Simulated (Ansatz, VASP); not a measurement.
**Two plane-wave programs on Ti**

```
CELL_PARAMETERS angstrom
-1.66562 1.66562 1.61638
1.66562 -1.66562 1.61638
1.66562 1.66562 -1.61638
ATOMIC_POSITIONS crystal
Ti 0.00000 0.00000 0.00000
```

Change from the starting cell: strain +0.015 along x and y, -0.015 along z, atoms carried along.

Alike in both runs: task single point; functional PBEsol; k mesh 20 × 20 × 20; occupations gaussian, width 0.15 eV; no spin polarisation.

|  | VASP | Ansatz |
| --- | --- | --- |
| version | VASP 6.6.1 | Ansatz 0.2.0 |
| potentials or method | VASP PAW PBE potentials, release 64 (Ti_sv) | scalar-relativistic, plane waves, PAW |
| plane-wave cutoff (eV) | 520 | 420 |
| valence electrons in the cell | 12 | 12 |

Ansatz gave:

| Item | Value |
| --- | --- |
| gap on the k mesh at the Fermi level (eV) | none |
| pressure (GPa) | -7.9 |
| largest component of the traceless stress (GPa) | 0.59 |

Q: What did VASP give for the same quantities?

A: gap on the k mesh at the Fermi level (eV): none; pressure (GPa): -8.1; largest component of the traceless stress (GPa): 0.59.

A gap of «none» marks a metal or a gap that the smearing closes.

Caveats: the PAW data sets were made with another functional, which shifts forces and pressure a little (VASP).
